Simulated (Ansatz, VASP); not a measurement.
## CsH in VASP and in Ansatz

Contents of INCAR:

```
  PREC = Accurate
  ENCUT = 520
  EDIFF = 1E-6
  ISMEAR = 0
  SIGMA = 0.05
  LREAL = F
  LASPH = T
  NELM = 80
  ALGO = Normal
  ISIF = 2
  LWAVE = F
  LCHARG = F
  GGA = CA
  NBANDS = 12
```

The input KPOINTS:

```
regular mesh
0
Gamma
  8 8 8
```

Contents of POSCAR:

```
CsH
1.0
    3.8184085400      0.0000000000      0.0000000000
    0.0000000000      3.8184085400      0.0000000000
    0.0000000000      0.0000000000      3.8756846681
Cs H
1 1
Direct
    0.0000000000      0.0000000000      0.0000000000
    0.5000000000      0.5000000000      0.5000000000
```

Input for Ansatz:

```yaml
crystal:
  lattice:
    - [3.81840854, 0.0, 0.0]
    - [0.0, 3.81840854, 0.0]
    - [0.0, 0.0, 3.8756846681]
  atoms:
    - { symbol: Cs, position: [0.0, 0.0, 0.0] }
    - { symbol: H, position: [0.5, 0.5, 0.5] }
basis:
  ecutwfc: 420
kpoints:
  mp_grid: { grid: [8, 8, 8] }
hamiltonian:
  xc: lda
scf:
  occupations: { method: gaussian, width: 0.05 }
output:
  forces: true
  stress: true
  eigenvalues: true
```

Change from the starting cell: strain +0.0150 x Voigt [0, 0, 1, 0, 0, 0], atoms carried along.

Alike in both runs: task single point; functional LDA; k mesh 8 × 8 × 8; occupations gaussian, width 0.05 eV; no spin polarisation.

|  | VASP | Ansatz |
| --- | --- | --- |
| version | VASP 6.6.1 | Ansatz 0.2.0 |
| potentials or method | VASP PAW LDA potentials, release 64 (Cs_sv, H) | scalar-relativistic, plane waves, PAW |
| plane-wave cutoff (eV) | 520 | 420 |
| valence electrons in the cell | 10 | 10 |

VASP gave:

```
gap on the k mesh at the Fermi level (eV)       : 2.20
least direct gap on the mesh (eV)               : 2.38
pressure (GPa)                                  : -2.0
largest component of the traceless stress (GPa) : 0.36
```

Q: What did Ansatz give for the same quantities?

A: gap on the k mesh at the Fermi level (eV): 2.23; least direct gap on the mesh (eV): 2.42; pressure (GPa): -2.1; largest component of the traceless stress (GPa): 0.35.

Caveats: spin-orbit coupling is left out, which moves the levels of the heavy elements. A k mesh can miss the band edges.
